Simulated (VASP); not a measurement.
# SnS2 (Berndtite-2T) (P-3m1) in VASP: settings compared

The runs below take SnS2 (Berndtite-2T) through band structure, with PBE, LDA, TB-mBJ.

Program: VASP 6.6.1. These are calculated values, not measurements. Logs are shortened: lines on timing, memory, paths and dates and some standing lists are left out, and cuts for length are marked.

## Step 1: Starting point

It takes space group P-3m1 (No. 164, trigonal). The conventional cell has a = 3.667 Å, b = 3.667 Å, c = 5.811 Å, α = 90.00°, β = 90.00°, γ = 120.00°. Sn (site symmetry -3m) is surrounded by 6 S at 2.58 Å. Around S (site symmetry 3m) lie 3 Sn at 2.58 Å.

## Step 2: Band structure, PBE

INCAR

```
SYSTEM = SnS2
ALGO     = Normal         ! electronic algorithm
EDIFF    = 1E-6           ! SCF threshold, eV
ENCUT    = 520            ! plane-wave cutoff, eV
GGA      = PE             ! functional
ISIF     = 2              ! what is computed and relaxed
ISMEAR   = 0              ! smearing method
KPAR     = 2            
LASPH    = .True.         ! aspherical terms in the spheres
LCHARG   = .False.        ! write CHGCAR
LREAL    = .False.        ! projectors in reciprocal space
LWAVE    = .False.        ! write WAVECAR
NBANDS   = 20             ! bands
NELM     = 80             ! most SCF steps
PREC     = Accurate       ! precision mode
SIGMA    = 0.03           ! smearing width, eV
```

KPOINTS

```
k-points
0
Gamma
  9 9 5
  0 0 0
```

POSCAR

```
SnS2                                    
1.0
    3.6670894307      0.0000000000      0.0000000000
   -1.8335447154      3.1757926050      0.0000000000
    0.0000000000     -0.0000000000      5.8110411771
  Sn              S             
     1     2
Direct
     0.0000000000000000    0.0000000000000000    0.0000000000000000
     0.3333333332999970    0.6666666667000030    0.2543524691518261
     0.6666666667000030    0.3333333332999970    0.7456475308481739
```

KPOINTS_OPT

```
explicit points
168
Reciprocal
 0.0000000000  0.0000000000  0.0000000000 1
 0.0555555556  0.0000000000  0.0000000000 1
 0.1111111111  0.0000000000  0.0000000000 1
 0.1666666667  0.0000000000  0.0000000000 1
 0.2222222222  0.0000000000  0.0000000000 1
 0.2777777778  0.0000000000  0.0000000000 1
[... 160 lines left out ...]
 0.5000000000  0.0000000000  0.0326872400 1
 0.5000000000  0.0000000000 -0.0326872400 1
```

Potentials or basis: VASP PAW PBE potentials, release 64 (Sn_d, S).

Started as:

```sh
> cat potpaw_PBE.64/Sn_d/POTCAR potpaw_PBE.64/S/POTCAR > POTCAR
> mpirun -np 2 vasp_std > vasp.out
```

OUTCAR:

```text
SYSTEM = SnS2
   EDIFF = 1E-6
   ENCUT = 520
   GGA = PE
   ISIF = 2
   ISMEAR = 0
   LASPH = .True.
   LREAL = .False.
   NELM = 80
   PREC = Accurate

 ion  position               nearest neighbor table
   1  0.000  0.000  0.000-   2 2.58   3 2.58   3 2.58   2 2.58   3 2.58   2 2.58
   2  0.333  0.667  0.254-   1 2.58   1 2.58   1 2.58
   3  0.667  0.333  0.746-   1 2.58   1 2.58   1 2.58

  LATTYP: Found a hexagonal cell.
 ALAT       =     3.6670894307
 C/A-ratio  =     1.5846467033

  Lattice vectors:

 A1 = (   3.6670894307,   0.0000000000,   0.0000000000)
 A2 = (  -1.8335447154,   3.1757926050,   0.0000000000)
 A3 = (   0.0000000000,   0.0000000000,   5.8110411771)

Analysis of symmetry for initial positions (statically):
=====================================================================
 Subroutine PRICEL returns:
 Original cell was already a primitive cell.

 Routine SETGRP: Setting up the symmetry group for a
 hexagonal supercell.

 Subroutine GETGRP returns: Found 12 space group operations
 (whereof 12 operations were pure point group operations)
 out of a pool of 24 trial point group operations.

The static configuration has the point symmetry D_3d.

Analysis of symmetry for dynamics (positions and initial velocities):
=====================================================================
 Subroutine PRICEL returns:
 Original cell was already a primitive cell.

 Routine SETGRP: Setting up the symmetry group for a
 hexagonal supercell.

 Subroutine GETGRP returns: Found 12 space group operations
 (whereof 12 operations were pure point group operations)
 out of a pool of 24 trial point group operations.

The dynamic configuration has the point symmetry D_3d.

 Subroutine INISYM returns: Found 12 space group operations
 (whereof 12 operations are pure point group operations),
 and found     1 'primitive' translations

----------------------------------------------------------------------------------------

                                     Primitive cell

  volume of cell :      67.6749

  direct lattice vectors                    reciprocal lattice vectors
     3.667089431  0.000000000  0.000000000     0.272695831  0.157441011  0.000000000
    -1.833544715  3.175792605  0.000000000     0.000000000  0.314882023  0.000000000
     0.000000000  0.000000000  5.811041177     0.000000000  0.000000000  0.172086201

  length of vectors
     3.667089431  3.667089431  5.811041177     0.314882023  0.314882023  0.172086201

[... 82 lines left out ...]
   EDIFF  = 0.1E-05   stopping-criterion for ELM
   LREAL  =      F    real-space projection
   EDIFFG = 0.1E-04   stopping-criterion for IOM
   NSW    =      0    number of steps for IOM
   IBRION =     -1    ionic relax: 0-MD 1-quasi-New 2-CG
   NFREE  =      0    steps in history (QN), initial steepest desc. (CG)
   ISIF   =      2    stress and relaxation
   ISYM   =      2    0-nonsym 1-usesym 2-fastsym
   POTIM  = 0.5000    time-step for ionic-motion
   TEBEG  =    0.0;   TEEND  =   0.0 temperature during run
   PSTRESS=    0.0 pullay stress
   NELECT =      26.0000    total number of electrons
   NUPDOWN=      -1.0000    fix difference up-down
   EMIN   =  10.00;   EMAX   =-10.00  energy-range for DOS
   EFERMI =   0.00;   METHOD = LEGACY
   ISMEAR =     0;   SIGMA  =   0.03  broadening in eV -4-tet -1-fermi 0-gaus
   EFERMI_NEDOS =   21; number of points for ismear=-14 and -15
   IALGO  =     38    algorithm
   IMIX   =      4    mixing-type and parameters
     AMIX     =   0.40;   BMIX     =  1.00
     AMIX_MAG =   1.60;   BMIX_MAG =  1.00
  volume/ion in A,a.u.               =      22.56       152.23
  Fermi-wavevector in a.u.,A,eV,Ry     =   1.190118  2.248997 19.271037  1.416381
  Thomas-Fermi vector in A             =   2.326210
   LORBIT       =      0    0 simple, 1 ext, 2 COOP (PROOUT), +10 PAW based schemes
   GGA     = PE    functional components
   LHFCALC =     F    Hartree Fock is set to
   AEXX    =    0.0000 exact exchange contribution
   IVDW    =     0    specifies the selected vdW correction
   LEPSILON=     F    determine dielectric tensor
   LRPA    =     F    only Hartree local field effects (RPA)
 non-spin polarized calculation
 Gauss-broadening in eV      SIGMA  =   0.03
  energy-cutoff  :      520.00
  volume of cell :       67.67
 maximum number of plane-waves:      1840
   NGX = 13   NGY = 13   NGZ = 21

 number of electron      26.0000010 magnetization

 Free energy of the ion-electron system (eV)
  ---------------------------------------------------
  ext. energy  EPLUGINS =         0.00000000
  ---------------------------------------------------
  free energy    TOTEN  =       -13.15349973 eV

  energy without entropy =      -13.15349973  energy(sigma->0) =      -13.15349973

 E-fermi :   4.9897     XC(G=0):  -9.6621

 val. band max:        4.8280717193   @ k =   0.0000   0.0000   0.0000
 cond. band min:       6.1343584445   @ k =   0.0000   0.4444   0.4000
 fundamental gap:      1.3062867253
 Fermi energy:         4.9896825586

 k-point     1 :       0.0000    0.0000    0.0000
  band No.  band energies     occupation
      1     -16.1906      2.00000
      2     -16.1906      2.00000
      3     -16.1514      2.00000
      4     -16.1251      2.00000
      5     -16.1251      2.00000
      6      -8.9788      2.00000
[... 541 lines left out ...]
     19      12.8148      0.00000
     20      14.8249      0.00000

 [... further k-points ...]

------------------------ aborting loop because EDIFF is reached ----------------------------------------

  FORCE on cell =-STRESS in cart. coord.  units (eV):
  Direction    XX          YY          ZZ          XY          YZ          ZX
  --------------------------------------------------------------------------------------
  -------------------------------------------------------------------------------------
  Total        1.0325340      1.0325340      1.0481531     -0.0000000      0.0000000      0.0000000
  in kB       24.4448488     24.4448488     24.8146262     -0.0000000      0.0000000      0.0000000
  external PRESSURE =      24.5681080 kB  Pullay stress =       0.0000000 kB

 VOLUME and BASIS-vectors are now :
 -----------------------------------------------------------------------------
  energy-cutoff  :      520.00
  volume of cell :       67.67
      direct lattice vectors                 reciprocal lattice vectors
     3.667089431  0.000000000  0.000000000     0.272695831  0.157441011  0.000000000
    -1.833544715  3.175792605  0.000000000     0.000000000  0.314882023  0.000000000
     0.000000000  0.000000000  5.811041177     0.000000000  0.000000000  0.172086201

 POSITION                                       TOTAL-FORCE (eV/Angst)
 -----------------------------------------------------------------------------------
      0.00000      0.00000      0.00000        -0.000000      0.000000      0.000000
     -0.00000      2.11720      1.47805        -0.000000     -0.000000     -0.008118
      1.83354      1.05860      4.33299         0.000000      0.000000      0.008118
 -----------------------------------------------------------------------------------
    total drift:                               -0.000000     -0.000000     -0.000000

  FREE ENERGIE OF THE ION-ELECTRON SYSTEM (eV)
  ---------------------------------------------------
  free  energy   TOTEN  =       -13.1534997318 eV

  energy  without entropy=      -13.1534997318  energy(sigma->0) =      -13.15349973
```

OSZICAR:

```text
N       E                     dE             d eps       ncg     rms          rms(c)
DAV:   1     0.212862852303E+03    0.21286E+03   -0.12374E+04  2072   0.154E+03
DAV:   2     0.112711580094E+02   -0.20159E+03   -0.19375E+03  2176   0.410E+02
[... 40 lines left out ...]
DAV:   9    -0.820714105235E+04   -0.24225E-06     1536
       N       E                     dE             ncg
DAV:   1     0.318015166732E+05   -0.14812E+05      736
DAV:   2     0.282443396317E+05   -0.35572E+04      780
DAV:   3     0.278430612740E+05   -0.40128E+03      872
DAV:   4     0.278284839751E+05   -0.14577E+02      836
DAV:   5     0.278280246275E+05   -0.45935E+00     1004
DAV:   6     0.278280148926E+05   -0.97349E-02      880
DAV:   7     0.278280144913E+05   -0.40126E-03     1052
DAV:   8     0.278280144896E+05   -0.16984E-05      644
DAV:   9     0.278280144895E+05   -0.13008E-06      540
```

stdout:

```text
POSCAR found type information on POSCAR SnS
 POSCAR found :  2 types and       3 ions
 scaLAPACK will be used
 LDA part: xc-table for (Slater+PW92), standard interpolation
 POSCAR, INCAR and KPOINTS ok, starting setup
 FFT: planning ... GRIDC
 FFT: planning ... GRID_SOFT
 FFT: planning ... GRID
 WAVECAR not read
 entering main loop
 Start KPOINTS_OPT (optional k-point list driver)
k-point batch [1-50\168]
k-point batch [51-100\168]
k-point batch [101-150\168]
k-point batch [151-168\168]
```

It took 65 s on 2 MPI ranks of Intel Xeon Platinum 8488C (Sapphire Rapids), shared host; peak memory 0.23 GiB.

What came out:

```yaml
Free_energy: -13.1535 eV
Pressure: 2.5 GPa
Largest_force: 0.008 eV/Å
Band_gap_on_the_k_mesh: 1.31 eV, indirect (least direct gap 1.75 eV)
Band_gap_along_the_path: 1.30 eV, indirect (least direct gap 1.75 eV)
```

Forces in eV/Å, atoms in the order of the input:
```
Sn   0.000  0.000  0.000
S    0.000  0.000 -0.008
S    0.000  0.000  0.008
```

Levels at the corners of the path, in eV from the valence-band top:
```tsv
point	band 10	band 11	band 12	band 13	band 14	band 15	band 16	band 17
Γ	-0.73	-0.49	-0.49	-0.01	1.74	3.53	5.32	5.32
M	-2.86	-2.62	-1.18	-0.36	1.63	4.36	5.81	5.92
M	-2.86	-2.62	-1.18	-0.36	1.63	4.36	5.81	5.92
K	-3.56	-3.21	-1.56	-1.56	1.81	6.86	6.86	7.57
K	-3.56	-3.21	-1.56	-1.56	1.81	6.86	6.86	7.57
Γ	-0.73	-0.49	-0.49	-0.01	1.74	3.53	5.32	5.32
Γ	-0.73	-0.49	-0.49	-0.01	1.74	3.53	5.32	5.32
A	-0.83	-0.83	-0.32	-0.32	2.97	3.60	5.02	5.02
A	-0.83	-0.83	-0.32	-0.32	2.97	3.60	5.02	5.02
L	-2.42	-1.84	-0.83	-0.78	1.38	4.59	5.43	6.37
L	-2.42	-1.84	-0.83	-0.78	1.38	4.59	5.43	6.37
H	-4.15	-3.65	-0.38	-0.38	2.93	5.22	5.22	6.90
H	-4.15	-3.65	-0.38	-0.38	2.93	5.22	5.22	6.90
A	-0.83	-0.83	-0.32	-0.32	2.97	3.60	5.02	5.02
L	-2.42	-1.84	-0.83	-0.78	1.38	4.59	5.43	6.37
M	-2.86	-2.62	-1.18	-0.36	1.63	4.36	5.81	5.92
K	-3.56	-3.21	-1.56	-1.56	1.81	6.86	6.86	7.57
H	-4.15	-3.65	-0.38	-0.38	2.93	5.22	5.22	6.90
```

Caveat: spin-orbit coupling is left out, which moves the levels of the heavy elements; this functional lacks dispersion, which binds the layers, so the pressure and a relaxed spacing across them are unreliable.

[end of part 1 of 2]
